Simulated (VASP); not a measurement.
A run of VASP 6.6.1 is set up as follows.

Contents of INCAR:

```
SYSTEM = PtSe2
PREC     = Accurate       ! precision mode
ENCUT    = 520            ! plane-wave cutoff, eV
EDIFF    = 1E-6           ! SCF threshold, eV
ISMEAR   = 0              ! smearing method
SIGMA    = 0.05           ! smearing width, eV
LREAL    = .FALSE.        ! projectors in reciprocal space
LASPH    = .TRUE.         ! aspherical terms in the spheres
NELM     = 60             ! most SCF steps
ALGO     = Fast           ! electronic algorithm
ISIF     = 2              ! what is computed and relaxed
LWAVE    = .FALSE.        ! write WAVECAR
LCHARG   = .FALSE.        ! write CHGCAR
IBRION   = 2              ! ionic algorithm
NSW      = 40             ! ionic steps
EDIFFG   = -0.01          ! ionic threshold
KPAR     = 2
```

Contents of KPOINTS:

```
Automatic mesh
0
G
  10 10 8
  0 0 0
```

Contents of POSCAR:

```
PtSe2
1.0
    3.7240000000      0.0000000000      0.0000000000
   -1.8620000000      3.2250786000      0.0000000000
    0.0000000000      0.0000000000      4.8089000000
Pt Se
1 2
Direct
    0.0000000000      0.0000000000      0.0000000000
    0.3333333300      0.6666666700      0.2631578900
    0.6666666700      0.3333333300      0.7368421100
```

Potentials or basis: VASP PAW LDA potentials, release 64 (Pt, Se).

The run is started by

```sh
$ cat potpaw_LDA.64/Pt/POTCAR potpaw_LDA.64/Se/POTCAR > POTCAR
$ mpirun -np 2 vasp_std > vasp.out
```

Q: What does it give for the band gap on the k mesh?

A: None (metal or under the smearing width).

Q: Estimate the energy gained by relaxing.

A: 0.3 meV/atom.

The path:
| step | energy change (eV) | largest force (eV/Å) | pressure (GPa) |
| --- | --- | --- | --- |
| 1 | 0.0000 | 0.1103 | 1.25 |
| 2 | -0.0008 | 0.0435 | 0.93 |
| 3 | -0.0010 | 0.0012 | 0.69 |

The run has no spin-orbit coupling, so splittings on Pt are missing.
